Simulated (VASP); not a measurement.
A VASP calculation is set up with these files.

INCAR:
```
AEXX=0.25
ALGO=Normal
EDIFF=1E-6
ENCUT=300
GGA=PE
HFSCREEN=0.2
ISIF=2
ISMEAR=0
ISYM=3
LASPH=.TRUE.
LCHARG=.FALSE.
LHFCALC=.TRUE.
LMAXMIX=4
LREAL=.FALSE.
LWAVE=.FALSE.
NELM=100
PREC=Accurate
PRECFOCK=Fast
SIGMA=0.01
SYSTEM=AlSb
```

**POSCAR**
```
AlSb
1
    0.0000000000     3.0925200000     3.0925200000
    3.0925200000     0.0000000000     3.0925200000
    3.0925200000     3.0925200000     0.0000000000
Al Sb
1 1
Direct
  0.0010550000   0.0052840000  -0.0015870000
  0.7489450000   0.7447160000   0.7515870000
```

**KPOINTS**
```
K-points
0
G
1 1 1
0 0 0
```

POTCAR, in this order: Al Sb (PBE.64 set). Program: vasp_std.

**Question.** Write an equivalent input for Ansatz.

**Answer.** One equivalent input (not run):
Ansatz 0.2 input:
```yaml
crystal:
  lattice:
    - [0.0000000, 3.0925200, 3.0925200]
    - [3.0925200, 0.0000000, 3.0925200]
    - [3.0925200, 3.0925200, 0.0000000]
  atoms:
    - { symbol: Al, position: [0.0010550, 0.0052840, -0.0015870] }
    - { symbol: Sb, position: [0.7489450, 0.7447160, 0.7515870] }
kpoints:
  mp_grid: { grid: [1, 1, 1] }
hamiltonian:
  xc: hse06
  pseudopotentials: { kind: paw }
scf:
  occupations: { method: gaussian, width: 0.01 }
  max_iter: 100
output: { forces: true, stress: true, eigenvalues: true }
```
The two are equivalent in intent, not identical: each code has its own PAW files, so the cut-off isn't converted (ENCUT is set for VASP's; basis.ecutwfc is left out, and Ansatz then takes the one that its files recommend); Ansatz stops its SCF on the density residual and VASP on the energy change (EDIFF); Ansatz's hse06 screens at 0.11 per bohr (0.208 per Å), slightly more than HFSCREEN = 0.2.

The structure comes from a computed database's AlSb entry; how it stands against other phases isn't given here. The cell was not relaxed at this level, atoms are displaced from their ideal sites. The k-mesh is coarse (spacing up to 1.76 per Å, 2π included), so the numbers may not be converged in it. The run is one of a series of settings (KPOINTS 1×1×1 Γ-centred mesh against the base run), some of them coarse on purpose.
